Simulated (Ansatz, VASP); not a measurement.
# One calculation of MgB2, two programs

INCAR

```
PREC = Accurate ; ENCUT = 520
EDIFF = 1E-7 ; ISMEAR = -1
SIGMA = 0.05 ; LREAL = False
LASPH = True ; NELM = 60
ALGO = Normal ; ISIF = 2
LWAVE = False ; LCHARG = False
GGA = PS ; NBANDS = 11
```

File KPOINTS:

```
regular mesh
0
Gamma
  10 10 8
```

POSCAR

```
MgB2
1.0
    3.0642946782      0.0000000000      0.0000000000
   -1.5321473391      2.6537570360      0.0000000000
    0.0000000000      0.0000000000      3.4993549923
Mg B
1 2
Direct
    0.0000000000      0.0000000000      0.0000000000
    0.6666666667      0.3333333333      0.5000000000
    0.3333333333      0.6666666667      0.5000000000
```

Contents of input.yaml:

```yaml
crystal:
  lattice:
    - [3.0642946782, 0.0, 0.0]
    - [-1.5321473391, 2.653757036, 0.0]
    - [0.0, 0.0, 3.4993549923]
  atoms:
    - { symbol: Mg, position: [0.0, 0.0, 0.0] }
    - { symbol: B, position: [0.6666666667, 0.3333333333, 0.5] }
    - { symbol: B, position: [0.3333333333, 0.6666666667, 0.5] }
kpoints:
  mp_grid: { grid: [10, 10, 8] }
scf:
  occupations: { method: fermi_dirac, width: 0.05 }
hamiltonian:
  xc: pbesol
  pseudopotentials: { kind: all_electron, lapw: { basis_error: 0.002 } }
output:
  forces: true
  stress: true
  eigenvalues: true
```

Change from the starting cell: volume scaled by 0.98.

Alike in both runs: task single point; functional PBEsol; k mesh 10 × 10 × 8; occupations fermi-dirac, width 0.05 eV; no spin polarisation.

|  | VASP | Ansatz |
| --- | --- | --- |
| version | VASP 6.6.1 | Ansatz 0.2.0 |
| potentials or method | VASP PAW PBE potentials, release 64 (Mg, B) | all-electron LAPW, scalar-relativistic |
| plane-wave cutoff (eV) | 520 | see its input |

Ansatz gave:

| Item | Value |
| --- | --- |
| gap on the k mesh at the Fermi level (eV) | none |
| pressure (GPa) | 0.0 |
| largest component of the traceless stress (GPa) | 0.88 |

Problem. What did VASP give for the same quantities?

Solution. gap on the k mesh at the Fermi level (eV): none; pressure (GPa): 0.0; largest component of the traceless stress (GPa): 1.06.

A gap of «none» marks a metal or a gap that the smearing closes. Ansatz ran all-electron here, so the differences hold the error of VASP's frozen core and of both bases.

Caveats: the PAW data sets were made with another functional, which shifts forces and pressure a little (VASP).
